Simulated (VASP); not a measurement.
A run of VASP 6.6.1:

File INCAR:

```
SYSTEM = Pb7Se8
  ALGO = Fast
  EDIFF = 1E-6
  ENCUT = 520
  GGA = PE
  ISIF = 2
  ISMEAR = -1
  LASPH = .TRUE.
  LCHARG = .FALSE.
  LREAL = Auto
  LWAVE = .FALSE.
  NBANDS = 86
  NELM = 80
  PREC = Accurate
  SIGMA = 0.05
```

The input KPOINTS:

```
k-points
0
G
  2 2 2
  0 0 0
```

The input POSCAR:

```
Pb7Se8
1.0
    0.0000000000      6.0969200000      6.0969200000
    6.0969200000      0.0000000000      6.0969200000
    6.0969200000      6.0969200000      0.0000000000
Se Pb
8 7
Direct
    0.2491513748      0.2503516530      0.2495166412
    0.2517457995      0.2528976926      0.7471280581
    0.2518255939      0.7477935581      0.2519869869
    0.2513757766      0.7481320076      0.7473960623
    0.7467923148      0.2527897693      0.2518829179
    0.7471483962      0.2524897817      0.7473945861
    0.7470536763      0.7482613352      0.2517183266
    0.7492294470      0.7504323494      0.7494739967
   -0.0011088386      0.0002398752      0.4995090144
   -0.0016691215      0.5005275615      0.0000901275
   -0.0012503034      0.5002806335      0.4996606483
    0.4988659028      0.0003156512     -0.0003351692
    0.4983298124      0.0004371059      0.4999189755
    0.4989651332      0.5000893074      0.0000466629
    0.4992267407      0.5003815861      0.4999439881
```

Potentials or basis: VASP PAW PBE potentials, release 64 (Se, Pb_d).

The run is started by

```sh
$ cat potpaw_PBE.64/Se/POTCAR potpaw_PBE.64/Pb_d/POTCAR > POTCAR
$ mpirun -np 1 vasp_std > vasp.out
```

Hardware: 1 thread of AMD EPYC 9R45 (Zen 5), with other jobs on the host.

**Question.** Estimate the wall time of this run.

**Answer.** It took 8.1 min on 1 thread of AMD EPYC 9R45 (Zen 5) (shared host), peak memory 0.63 GiB. Counts: scf iterations 16, k points 8.
